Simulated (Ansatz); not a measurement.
Two Ansatz runs on KF

Structure from Materials Project entry mp-8454 (possibly hypothetical), not relaxed further. The listed cell was then made from it by scaling, straining or moving an atom.

First run: DFT, LDA, PAW with Ansatz's default frozen-core files, scalar-relativistic (Ansatz 0.2.0).

Command: `ansatz run input.yaml --threads 1 --pin off --max-ram 2048MiB --backend cpu --events-out ev --progress --plain --runs-dir out` The run took 2.8 s on 1 thread of Arm Neoverse V2, on a shared host.

```yaml
crystal:
  lattice:
    - [3.2753730134, 0.0, 0.0]
    - [0.0, 3.2753730134, 0.0]
    - [0.0, 0.0, 3.22636545]
  atoms:
    - { symbol: K, position: [0.0, 0.0, 0.0] }
    - { symbol: F, position: [0.5, 0.5, 0.5] }
kpoints:
  mp_grid: { grid: [9, 9, 9] }
scf:
  occupations: { method: fermi_dirac, width: 0.02 }
hamiltonian:
  xc: lda
  pseudopotentials: { kind: paw }
output:
  forces: true
  stress: true
  eigenvalues: true
  efg: { contact_densities: true }
  write_density: true
  write_potential: true
  elf: true
  volumetric_format: npy
```

Result: converged; pressure -5.75 GPa; gap on the k mesh 5.90 eV (the mesh can miss the band edges); 6 SCF iterations.

The input is then changed:

```diff
@@ -11,6 +11,7 @@
 scf:
   occupations: { method: fermi_dirac, width: 0.02 }
+  mixing: { algorithm: msr1, beta: 0.9, ndim: 16 }
 hamiltonian:
-  xc: lda
+  xc: pbesol
   pseudopotentials: { kind: paw }
 output:
@@ -19,7 +20,3 @@
   eigenvalues: true
   efg: { contact_densities: true }
-  write_density: true
-  write_potential: true
-  elf: true
-  volumetric_format: npy
```

(1) What does the second run give?

Results:

(1) It converged; pressure -2.47 GPa; gap on the k mesh 6.09 eV (the mesh can miss the band edges); 6 SCF iterations.
